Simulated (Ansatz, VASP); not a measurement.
## One calculation of Pd, two programs

File INCAR:

```
  PREC = Accurate
  ENCUT = 520
  EDIFF = 1E-6
  ISMEAR = 0
  SIGMA = 0.2
  LREAL = F
  LASPH = T
  NELM = 60
  ALGO = Normal
  ISIF = 2
  LWAVE = F
  LCHARG = F
  NBANDS = 11
```

File KPOINTS:

```
Automatic mesh
0
Gamma
  14 14 14
```

Contents of POSCAR:

```
Pd
1.0
    0.0000000000      1.9211411165      1.9211411165
    1.9211411165      0.0000000000      1.9211411165
    1.9211411165      1.9211411165      0.0000000000
Pd
1
Direct
    0.0000000000      0.0000000000      0.0000000000
```

Input for Ansatz:

```yaml
crystal:
  lattice:
    - [0.0, 1.9211411165, 1.9211411165]
    - [1.9211411165, 0.0, 1.9211411165]
    - [1.9211411165, 1.9211411165, 0.0]
  atoms:
    - { symbol: Pd, position: [0.0, 0.0, 0.0] }
hamiltonian:
  xc: lda
  pseudopotentials:
    kind: paw
    azcp:
      Pd: "pseudopotentials/Pd.paw.azcp"
basis:
  ecutwfc: 420
  fft_grid_basis: typed
kpoints:
  mp_grid: { grid: [14, 14, 14], shift: [0, 0, 0] }
magnetization:
  spin_polarized: false
scf:
  occupations: { method: gaussian, width: 0.2 }
  lower_state_search: "off"
output:
  stress: true
```

Alike in both runs: task single point; functional LDA; k mesh 14 × 14 × 14; occupations gaussian, width 0.2 eV; no spin polarisation.

|  | VASP | Ansatz |
| --- | --- | --- |
| version | VASP 6.6.1 | Ansatz 0.2.0 |
| potentials or method | VASP PAW LDA potentials, release 64 (Pd) | plane waves (420 eV) with PAW, scalar-relativistic |
| plane-wave cutoff (eV) | 520 | 420 |
| valence electrons in the cell | 10 | 18 |

|  | VASP | Ansatz | Ansatz less VASP |
| --- | --- | --- | --- |
| pressure (GPa) | 0.1 | -0.2 | -0.30 |

The two sets of potentials don't hold the same shells in valence. Ansatz warned: «pseudo_functional_mismatch».
